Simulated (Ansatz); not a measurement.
SiO2: how the energy converges with the cutoff

SiO2, I-42d, a = 4.748 Å, c = 7.488 Å. This isn't the usual stable structure of the compound. Ansatz: r2SCAN, PAW, cutoff varied, Γ-centred 8×8×8 mesh on 6 atoms, Gaussian smearing 0.02 eV; no spin polarisation. Single points at one geometry, the cutoff alone changed; ΔE is the energy at zero smearing over the run at 850 eV. The runs up to 460 eV lie under the cutoff recommended for these PAW datasets.

```tsv
cutoff (eV)	ΔE (meV/atom)
150	13077.64
200	4472.94
250	1203.85
300	278.98
350	53.47
380	18.47
460	3.98
500	?
520	3.15
600	1.27
700	0.30
```

Question: Assume ΔE falls exponentially with the cutoff, fit y = ln ΔE against x, the cutoff in eV, to the other rows, and predict the missing value.

Answer: y = 9.479, 8.406, 7.093, 5.631, 3.979, 2.916, 1.381, 1.147, 0.239, -1.204. Means x = 391.0, y = 3.9067; Σ(Δx)² = 285090, ΣΔxΔy = -5677; the slope is their ratio. y = 11.69 − 0.01991 x, a factor of ten per 116 eV. At 500 eV this gives ΔE = 5.67 meV/atom. The run gave 3.51, a ratio of 1.62. Between neighbouring rows the decay runs from a factor of ten per 65 eV to one per 733 eV, so one exponential is only a rough guide.